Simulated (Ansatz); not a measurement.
**Ionic part of the dielectric constant of MgO at 25 GPa, mode by mode**

Method: Ansatz 0.2.0, DFT PBE, scalar-relativistic, plane waves, PAW. Cutoff 420 eV, 10×10×10 k-points (Γ-centred), fixed occupations. No spin polarisation. Phonons by linear response, acoustic sum rule imposed.

It takes space group Fm-3m (No. 225, cubic). The conventional cell has a = 4.075 Å, b = 4.075 Å, c = 4.075 Å, α = 90.00°, β = 90.00°, γ = 90.00°. Mg (site symmetry m-3m) has 6 O at 2.04 Å as nearest neighbours. O (site symmetry m-3m) has 6 Mg at 2.04 Å as nearest neighbours.

The primitive cell has V = 16.92 Å³ and ε∞,yy = 3.103. Each polar mode adds Δε = (4.92064×10⁷/V)·S/ν² along y, with S its oscillator strength in e²/amu, ν in cm⁻¹ and V in Å³.

Task: From these modes, find each Δε and ε0,yy.
```json
{"ν (cm⁻¹)": "486.4", "S_yy (e²/amu)": "0.3918"}
```

Result:
```csv
ν (cm⁻¹),Δε
486.4,4.82
```

The sum is 4.817, so ε0,yy = 7.92; the run's tensor has 7.92.

Task: Where do the longitudinal modes lie for a wave vector along y?

Result: At 777 cm⁻¹. The Lyddane–Sachs–Teller product Π(ν_LO/ν_TO)² = 2.55 matches ε0/ε∞ = 2.55.

Cost: 1 run of about 0.28 core-minutes, on AMD EPYC 7R43 (Zen 3) (shared hosts).

The lattice contributes more to the static response of compressed MgO than the electrons do: the single polar mode adds 4.82, whereas ε∞ is only 3.103. This is typical of a strongly ionic, wide-gap oxide, in which tightly bound valence electrons polarise weakly while the oppositely charged sublattices move against each other. The oscillator strength, taken with the reduced mass of the Mg–O pair, implies a Born effective charge close to the nominal ionic value, so little anomalous charge transfer accompanies the displacement. The same charge, only modestly screened by the electrons, creates the macroscopic field that lifts the longitudinal mode to 777 cm⁻¹ from 486.4 cm⁻¹. Cubic symmetry makes the yy result valid for every direction. With only one polar branch, the Lyddane–Sachs–Teller agreement confirms internal consistency rather than the accuracy of either dielectric constant. Compression normally stiffens the transverse mode through short-range repulsion and so reduces the ionic term, but a single pressure cannot establish that trend here.
